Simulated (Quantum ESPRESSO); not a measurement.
Runs of Quantum ESPRESSO 7.5 on HfC. Symmetry: Fm-3m, No. 225, cubic system. The conventional cell has a = 4.650 Å, b = 4.650 Å, c = 4.650 Å, α = 90.00°, β = 90.00°, γ = 90.00°. Hf (site symmetry m-3m) has 6 C at 2.33 Å as nearest neighbours. C (site symmetry m-3m) is surrounded by 6 Hf at 2.33 Å. 

| level | ASE optimiser | dispersion computed by | rVV10 parameter b | gap on the mesh (eV) | pressure (GPa) | relaxed volume (Å³/atom) |
| --- | --- | --- | --- | --- | --- | --- |
| PBEsol+D4 | BFGS | dftd4 4.3.1 through ASE | - | none | 0.2 | (b) |
| PBEsol+D3 | LBFGS | - | - | none | 0.2 | 12.11 |
| PBEsol+rVV10 | BFGS | - | 6.3 | none | 0.0 | 12.07 |
| PBEsol | LBFGS | - | - | none | 0.1 | 12.24 |
| PBEsol+D3(BJ) | BFGS | - | - | none | 0.0 | (a) |

Alike in all rows: task relaxation of cell and atoms; potentials or basis GBRV 1.5 PBEsol; no spin polarisation; cell relaxed; k mesh 10 × 10 × 10; cutoff (eV) 612; smearing fermi-dirac 0.05 eV.

Task: Estimate the missing entries.

Result: (a) 12.05; (b) 12.14.

Caveats: pairwise dispersion overbinds metals, which lowers pressure and volume (some runs); rVV10's parameter b was fitted to another functional (some runs).

A k mesh can miss the band edges, and the runs leave out spin-orbit coupling on Hf.

A gap of «none» marks a metal or a gap under the smearing width.
